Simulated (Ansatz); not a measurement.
Below is a relaxed structure of Ge. The cell was found from a structure generator's guess, not taken from experiment.

Computed with Ansatz 0.2.0, DFT PBE, scalar-relativistic, plane waves, PAW. Cutoff 420 eV, Γ-centred mesh, Gaussian smearing, no spin polarisation.

```yaml
crystal:
  lattice:
    - [2.71112, 0.00000, 0.00000]
    - [0.00000, 2.71112, 0.00000]
    - [0.00000, 0.00000, 2.71112]
  atoms:
    - { symbol: Ge, position: [0.50000, 0.50000, 0.50000] }
```

Energies count from the standard state of Ge at the same level.

**Question.** Find its symmetry and describe it.

**Answer.** Pm-3m (No. 221), the simple cubic type. Conventional cell: a = 2.711 Å. Ge is surrounded by 6 Ge at 2.71 Å.

**Question.** How far does it lie from the standard state of Ge?

**Answer.** +0.24 eV/atom. It lies above the standard state, so it could only be metastable.

**Question.** Is it a metal?

**Answer.** Yes, bands cross the Fermi level on the 20×20×20 mesh.

The last run used a 20×20×20 mesh for its 1-atom cell and Gaussian smearing of 0.10 eV. A structure relaxed within its symmetry needn't be a true minimum.
